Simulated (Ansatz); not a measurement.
The calculation used Ansatz, DFT LDA, scalar-relativistic, plane waves, PAW.

Settings: cutoff 420 eV, Γ-centred mesh 6×6×4 on the computed 4-atom cell, Gaussian smearing of 0.02 eV; no spin polarisation.

```
Mg S
1.0
     4.20541    0.00000    0.00000
    -2.10270    3.64199    0.00000
     0.00000    0.00000    6.70457
Mg S
2 2
Direct
  0.66667 0.33333 0.49575
  0.33333 0.66667 0.99575
  0.33333 0.66667 0.37924
  0.66667 0.33333 0.87924
```

Task: Is this geometry at equilibrium? Which atom feels the largest force?

Result: It isn't. Atom 2 (Mg) feels (0.00, 0.00, 0.06) eV/Å, 0.061 eV/Å in size, and symmetry-related atoms feel the same size.

Task: Give all forces and the stress.

Result:
| atom | Fx | Fy | Fz |
| --- | --- | --- | --- |
| Mg1 | 0.000 | 0.000 | 0.061 |
| Mg2 | 0.000 | 0.000 | 0.061 |
| S3 | 0.000 | 0.000 | -0.061 |
| S4 | 0.000 | 0.000 | -0.061 |
Stress (GPa, compression positive):
```
-7.19  0.00  0.00
 0.00 -7.19  0.00
 0.00  0.00 -6.99
```

This wurtzite form isn't the usual stable structure of the compound.